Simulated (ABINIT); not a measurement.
Input of an ABINIT 10.8.3 (patched build) run:

The input run.abi:

```
# Datasets: ground state, then fixed potential
ndtset 2

# Pseudopotentials
pp_dirpath "./"
pseudos "W.GGA_PBE-JTH.xml, C.GGA_PBE-JTH.xml"

# Structure
acell 5.4924889812 5.4924889812 5.3603971251
rprim
     1.0000000000     0.0000000000     0.0000000000
    -0.5000000000     0.8660254038     0.0000000000
     0.0000000000     0.0000000000     1.0000000000
ntypat 2
znucl 74 6
natom 2
typat 1 2
xred
     0.0000000000     0.0000000000     0.0000000000
     0.6666666667     0.3333333333     0.5000000000

# Plane-wave basis
ecut 23.0
pawecutdg 45.0

# Exchange and correlation
ixc -208012
usekden 1
pawxcdev 0

# Bands and occupations
occopt 3
tsmear 0.00183747

# SCF cycle
nstep 100
diemix 0.3
optforces 0
optstress 0

# Output
iomode 3
prtwf 0
prteig 0
prtebands 0
enunit 1
prtden1 1
prtkden1 1
prtvha1 1
prtvclmb1 1
prtpot1 1

# Dataset 1
kptopt1 1
ngkpt1 10 10 9
nshiftk1 1
shiftk1 0.0 0.0 0.0
nband1 13
tolvrs1 1.0e-7

# Dataset 2: bands along G-M-K-G-A-L-H-A
iscf2 -2
getden2 1
getkden2 1
nband2 19
nbdbuf2 4
tolwfr2 1.0e-11
kptopt2 -7
ndivsm2 8
prteig2 1
kptbounds2
     0.0000000000     0.0000000000     0.0000000000
     0.5000000000     0.0000000000     0.0000000000
     0.3333333333     0.3333333333     0.0000000000
     0.0000000000     0.0000000000     0.0000000000
     0.0000000000     0.0000000000     0.5000000000
     0.5000000000     0.0000000000     0.5000000000
     0.3333333333     0.3333333333     0.5000000000
     0.0000000000     0.0000000000     0.5000000000
```

Potentials or basis: JTH PAW PBE v2.0.

Command:

```console
$ abinit run.abi > log 2>&1
```

Question: What does it give for the band gap on the k mesh?

Answer: None (metal or under the smearing width).

Levels at the corners of the path, in eV from the Fermi level:
```tsv
point	band 5	band 6	band 7	band 8	band 9	band 10	band 11	band 12	band 13	band 14
Γ	-14.78	-4.26	-3.39	-3.39	0.01	3.24	3.24	5.79	5.79	6.65
M	-11.58	-7.07	-3.77	-3.50	-0.53	2.34	4.61	4.94	7.14	10.01
K	-10.90	-6.63	-4.45	-3.62	0.66	0.92	2.18	3.34	9.46	15.58
Γ	-14.78	-4.26	-3.39	-3.39	0.01	3.24	3.24	5.79	5.79	6.65
A	-10.92	-8.65	-2.16	-2.16	-0.55	-0.55	3.66	4.82	4.82	10.45
L	-11.80	-6.52	-4.45	-4.24	0.31	4.43	5.32	6.79	9.47	10.13
H	-11.53	-7.22	-5.50	-1.72	-0.62	4.48	6.46	7.69	9.21	10.33
A	-10.92	-8.65	-2.16	-2.16	-0.55	-0.55	3.66	4.82	4.82	10.45
```

Caveat: the constant c of TB-mBJ comes from the pseudo density here, which moves gaps by up to 0.3 eV between sets of potentials; spin-orbit coupling is left out, which moves the levels of the heavy elements.
